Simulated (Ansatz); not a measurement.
The system is WC.

```
CELL_PARAMETERS angstrom
0.00000 2.19268 2.19268
2.19268 0.00000 2.19268
2.19268 2.19268 0.00000
ATOMIC_POSITIONS crystal
W 0.00000 0.00000 0.00000
C 0.50000 0.50000 0.50000
```

Measurements of this composition are mostly on another form, of space group No. 187.

- Program: Ansatz 0.2.0
- Task: relaxation of cell and atoms
- Functional: PBEsol
- Potentials or basis: all-electron LAPW, scalar-relativistic
- Basis error allowed: 0.001 eV/atom
- k mesh: 10 × 10 × 10
- Occupations: fermi-dirac, width 0.05 eV
- Spin: no spin polarisation

At the start: volume 10.54 Å³/atom.

**Question.** How do energy, volume and symmetry change on relaxing?

**Answer.** Over 5 steps the energy falls by 9.5 meV/atom and the volume is 10.25 Å³/atom (-2.7 %); space group Fm-3m (No. 225, to 0.05 Å).

The path:
```tsv
step	energy change (eV)	largest force (eV/Å)	volume (Å³)
1	0.0000	0.0000	21.08
2	-0.0147	0.0000	20.24
3	-0.0189	0.0000	20.52
4	-0.0189	0.0000	20.50
5	-0.0189	0.0000	20.50
```

Final structure:
```cif
data_structure
_symmetry_space_group_name_H-M 'P 1'
_symmetry_Int_Tables_number 1
_cell_length_a 3.0722
_cell_length_b 3.0722
_cell_length_c 3.0722
_cell_angle_alpha 60.000
_cell_angle_beta 60.000
_cell_angle_gamma 60.000
_cell_volume 20.50
loop_
_atom_site_label
_atom_site_type_symbol
_atom_site_fract_x
_atom_site_fract_y
_atom_site_fract_z
_atom_site_occupancy
W1 W 0.00000 0.00000 0.00000 1
C1 C 0.50000 0.50000 0.50000 1
```
